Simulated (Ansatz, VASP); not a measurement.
**SrCl2 in VASP and in Ansatz**

INCAR

```
PREC = Accurate ; ENCUT = 600
EDIFF = 1E-6 ; ISMEAR = -1
SIGMA = 0.05 ; LREAL = F
LASPH = T ; NELM = 100
ALGO = Normal ; ISIF = 3
LWAVE = F ; LCHARG = F
GGA = PS ; IVDW = 12
IBRION = 2 ; NSW = 60
EDIFFG = -0.01
```

Contents of KPOINTS:

```
Automatic mesh
0
Gamma
  7 7 7
```

File POSCAR:

```
SrCl2
1.0
    0.0000000000      3.4883500000      3.4883500000
    3.4883500000      0.0000000000      3.4883500000
    3.4883500000      3.4883500000      0.0000000000
Sr Cl
1 2
Direct
    0.0000000000      0.0000000000      0.0000000000
    0.7500000000      0.7500000000      0.7500000000
    0.2500000000      0.2500000000      0.2500000000
```

File input.yaml:

```yaml
crystal:
  lattice:
    - [0.0, 3.48835, 3.48835]
    - [3.48835, 0.0, 3.48835]
    - [3.48835, 3.48835, 0.0]
  atoms:
    - { symbol: Sr, position: [0.0, 0.0, 0.0] }
    - { symbol: Cl, position: [0.75, 0.75, 0.75] }
    - { symbol: Cl, position: [0.25, 0.25, 0.25] }
hamiltonian:
  xc: pbesol
  pseudopotentials: { kind: paw }
  dispersion: d3bj
kpoints:
  mp_grid: { grid: [7, 7, 7] }
scf:
  occupations: { method: fermi_dirac, width: 0.05 }
output:
  forces: true
  stress: true
  eigenvalues: true
  write_density: true
  write_potential: true
  elf: true
  volumetric_format: npy
relax:
  f_tol: 0.01
  max_steps: 40
  cell: { stress_tol: 0.05 }
```

Alike in both runs: task relaxation of cell and atoms; functional PBEsol; dispersion D3(BJ); k mesh 7 × 7 × 7; occupations fermi-dirac, width 0.05 eV; no spin polarisation.

|  | VASP | Ansatz |
| --- | --- | --- |
| version | VASP 6.6.1 | Ansatz 0.2.0 |
| potentials or method | VASP PAW PBE potentials, release 64 (Sr_sv, Cl) | Ansatz PAW |
| plane-wave cutoff (eV) | 600 | 420 |
| valence electrons in the cell | 24 | 24 |

```csv
,VASP,Ansatz,Ansatz less VASP
"gap on the k mesh at the Fermi level, each at its own relaxed structure (eV)",5.39,5.42,+0.026
relaxed volume (Å³/atom),26.67,26.53,-0.140
relaxed cell length with the largest relative difference (Å),4.837,4.828,-0.0085
energy change over the relaxation (meV/atom),-12,-14,-1.9
```

Caveats: the PAW data sets were made with another functional, which shifts forces and pressure a little (VASP); an odd mesh through Γ misses points on the zone boundary, where band edges often lie (VASP); odd divisions of the mesh miss points on the zone boundary, where band edges often lie, so the gap on the mesh can be too wide (Ansatz); the plane-wave basis is chosen anew once the cell has moved, so the energies of steps on either side of that aren't comparable (Ansatz); the PAW data sets come from PBE, with cores solved anew for the run's functional, which leaves a small shift of forces and pressure (Ansatz). Expect the measured gap to be larger: semilocal functionals such as PBEsol lack the derivative discontinuity.
